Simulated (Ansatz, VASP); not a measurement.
This is a calculation of GaP for VASP 6.6.1.

INCAR

```
ALGO = Fast ; EDIFF = 1E-7
EDIFFG = -0.01 ; ENCUT = 520
GGA = PE ; IBRION = 2
ISIF = 2 ; ISMEAR = -1
LASPH = True ; LCHARG = False
LREAL = False ; LWAVE = False
NELM = 60 ; NSW = 60
PREC = Accurate ; SIGMA = 0.05
```

The input KPOINTS:

```
k-points
0
Gamma
  8 8 8
```

The input POSCAR:

```
GaP
1.0
    0.0000000000      2.7252500000      2.7252500000
    2.7252500000      0.0000000000      2.7252500000
    2.7252500000      2.7252500000      0.0000000000
Ga P
1 1
Direct
    0.0000000000      0.0000000000      0.0000000000
    0.7500000000      0.7500000000      0.7500000000
```

Potentials or basis: VASP PAW PBE potentials, release 64 (Ga_d, P).

The run is started by

```console
$ cat potpaw_PBE.64/Ga_d/POTCAR potpaw_PBE.64/P/POTCAR > POTCAR
$ mpirun -np 1 vasp_std > vasp.out
```

Translate it to Ansatz 0.2.0. Potentials there: Ansatz PAW.

As run (the cutoff follows the program's own potentials):

input.yaml

```yaml
crystal:
  lattice:
    - [0.0, 2.72525, 2.72525]
    - [2.72525, 0.0, 2.72525]
    - [2.72525, 2.72525, 0.0]
  atoms:
    - { symbol: Ga, position: [0.0, 0.0, 0.0] }
    - { symbol: P, position: [0.75, 0.75, 0.75] }
hamiltonian:
  xc: pbe
  pseudopotentials: { kind: paw }
kpoints:
  mp_grid: { grid: [8, 8, 8] }
scf:
  occupations: { method: fermi_dirac, width: 0.05 }
output:
  forces: true
  stress: true
  eigenvalues: true
relax:
  f_tol: 0.01
  max_steps: 40
```

Potentials or basis: Ansatz PAW.

Launch:

```console
$ ansatz run input.yaml --threads 2 --pin off --max-ram 5632MiB --backend cpu --events-out ev --progress --plain --runs-dir out
```

Both were run:

|  | VASP | Ansatz | Ansatz less VASP |
| --- | --- | --- | --- |
| gap on the k mesh at the Fermi level, each at its own relaxed structure (eV) | 1.64 | 1.64 | 0.000 |

Caveats: the relaxation stopped at its first step, so nothing moved. A k mesh can miss the band edges.
